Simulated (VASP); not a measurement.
The system is V.

```
V
1.0
     2.60429    0.00000    0.00000
    -1.30215    2.25538    0.00000
     0.00000    0.00000    4.72334
V
2
Direct
  0.33333 0.66667 0.25000
  0.66667 0.33333 0.75000
```

This isn't the form of V at room conditions, which is bcc.

- Program: VASP 6.6.1
- Task: relaxation of cell and atoms
- Functional: r2SCAN
- Dispersion: D3(BJ)
- Potentials or basis: VASP PAW PBE potentials, release 64 (V_sv)
- Cutoff: 600 eV
- k mesh: 12 × 12 × 6
- Occupations: methfessel-paxton, width 0.1 eV
- Spin: collinear spin, ferromagnetic start
- Starting moments: [2.0, 2.0] μB

At the start: pressure -6.5 GPa; volume 13.87 Å³/atom.

Where does the relaxation end?

Over 5 steps the energy falls by 10.6 meV/atom and the volume is 13.37 Å³/atom (-3.7 %); space group P6_3/mmc (No. 194, to 0.05 Å); moment 0.00 μB per cell.

Step by step:
```
step  energy change (eV)  largest force (eV/Å)  pressure (GPa)  volume (Å³)
   1              0.0000                0.0000           -6.51        27.74
   2              0.0132                0.0000            9.57        25.54
   3             -0.0212                0.0000           -0.07        26.75
   4             -0.0212                0.0000            0.15        26.73
   5             -0.0213                0.0000            0.08        26.73
```

Final structure:
```
V
1.0
     2.57596    0.00000    0.00000
    -1.28798    2.23084    0.00000
     0.00000    0.00000    4.65155
V
2
Cartesian
  0.0000 1.4872 1.1629
  1.2880 0.7436 3.4887
```

Caveat: the PAW data sets were made with another functional, which shifts forces and pressure a little; pairwise dispersion overbinds metals, which lowers pressure and volume.
